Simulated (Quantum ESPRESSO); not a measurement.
Input of a Quantum ESPRESSO 7.5 run:

The input pw.in:

```
&CONTROL
  calculation = 'scf'
  prefix = 'pwscf'
  outdir = './tmp'
  pseudo_dir = './pseudo'
  tprnfor = .true.
  tstress = .true.
  disk_io = 'low'
/
&SYSTEM
  ibrav = 0
  celldm(1) = 8
  nat = 4
  ntyp = 2
  ecutwfc = 45
  ecutrho = 360
  nbnd = 26
  occupations = 'smearing'
  smearing = 'fd'
  degauss = 0.00367493
/
&ELECTRONS
  conv_thr = 8d-10
  electron_maxstep = 120
  mixing_beta = 0.5
/
ATOMIC_SPECIES
Cd   112.4140 cd_pbesol_v1.uspp.F.UPF
S     32.0600 s_pbesol_v1.4.uspp.F.UPF
CELL_PARAMETERS alat
  0.9802954271496   0.0000000000000   0.0000000000000
 -0.4901477135748   0.8489607431240   0.0000000000000
  0.0000000000000   0.0000000000000   1.5913856127005
ATOMIC_POSITIONS crystal
Cd     0.6666666667    0.3333333333    0.5000000000
Cd     0.3333333333    0.6666666667    0.0000000000
S      0.6666666667    0.3333333333    0.8750000000
S      0.3333333333    0.6666666667    0.3750000000
K_POINTS automatic
7 7 4 0 0 0
```

File pp_density.in:

```
&INPUTPP
  prefix = 'pwscf'
  outdir = './tmp'
  filplot = 'density.dat'
  plot_num = 0
/
&PLOT
  nfile = 1
  filepp(1) = 'density.dat'
  iflag = 3
  output_format = 6
  fileout = 'density.cube'
/
```

Contents of pp_potential.in:

```
&INPUTPP
  prefix = 'pwscf'
  outdir = './tmp'
  filplot = 'potential.dat'
  plot_num = 11
/
&PLOT
  nfile = 1
  filepp(1) = 'potential.dat'
  iflag = 3
  output_format = 6
  fileout = 'potential.cube'
/
```

Potentials or basis: GBRV 1.5 PBEsol.

Command:

```sh
$ OMP_NUM_THREADS=1 mpirun -n 2 pw.x -nk 2 -in pw.in > pw.out
$ OMP_NUM_THREADS=1 mpirun -n 1 pp.x -in pp_density.in > pp_density.out
$ OMP_NUM_THREADS=1 mpirun -n 1 pp.x -in pp_potential.in > pp_potential.out
```

Q: Estimate the pressure.

A: -0.7 GPa.

Q: What does it give for the band gap on the k mesh?

A: 1.03 eV, direct.

Stress tensor (GPa, compression positive):
```
-0.88  0.00  0.00
 0.00 -0.88  0.00
 0.00  0.00 -0.29
```

**Measured values to compare with.**

From “Isotope dependence of band-gap energy”, 2008, arxiv:0807.2152, for a bulk crystal of CdS: band gap 2.5809 ± 0.0002 eV.

Against the measured gap of CdS, 2.5809 eV (quoted in “Isotope dependence of band-gap energy”, 2008, arxiv:0807.2152), the calculated 1.03 eV is off by -1.56 eV. So large a miss can be the level of theory's own, or it may mean another phase, state or a wrong row. Spin-orbit coupling on Cd is left out. The value is that of PBEsol, without temperature or zero-point motion. Semilocal functionals fall short of measured gaps as a rule.
